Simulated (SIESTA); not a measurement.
## Li2S under changes of volume

One of the cells (15.344 Å³/atom); the others are scaled copies at fixed shape and fractional positions:

```
S Li
1.0
     0.00000    2.84450    2.84450
     2.84450    0.00000    2.84450
     2.84450    2.84450    0.00000
S Li
1 2
Direct
  0.00000 0.00000 0.00000
  0.75000 0.75000 0.75000
  0.25000 0.25000 0.25000
```

```yaml
Program: SIESTA 5.4.2
Functional: LDA
Potentials_or_basis: PseudoDojo 0.4 standard (LDA files)
Basis: DZP (energy shift 0.003 Ry; two zetas on semicore shells)
Grid_cutoff: 800 Ry
Energy_shift: 0.003 Ry
k_mesh: 8 × 8 × 8
Occupations: fermi-dirac, width 0.05 eV
Spin: no spin polarisation
```

```csv
volume (Å³/atom),energy over the lowest point (meV/atom),pressure (GPa),gap on the mesh (eV)
14.423,1.23,1.1,3.20
14.730,0.00,0.2,3.22
15.037,0.44,-0.6,3.24
15.344,2.41,-1.4,3.26
15.650,?,?,?
15.957,10.49,-2.8,3.30
16.264,16.37,-3.4,3.31
```

Problem. What does the run at 15.650 Å³/atom give?

Solution. Energy over the lowest point 5.80 meV/atom; pressure -2.1 GPa; gap on the mesh 3.28 eV.

Worked out: A Birch-Murnaghan fit of order 3 (a polynomial in V^(-2/3)) to the other rows has its minimum at 14.80 Å³/atom with B0 = V·E''(V) = 41 GPa and B' = 3.0. It gives 5.80 meV/atom at 15.650 Å³/atom, against the run's 5.80, and -dE/dV = -2.1 GPa, against -2.1. A straight line through the other rows of the gap, of slope 0.942 eV per unit of ln V, gives 3.28 eV, against the run's 3.28.

Energies are extrapolated to zero smearing.

Caveats: the basis of atomic orbitals isn't converged, which shifts pressures, moduli and gaps.

A mesh can miss the band edges.
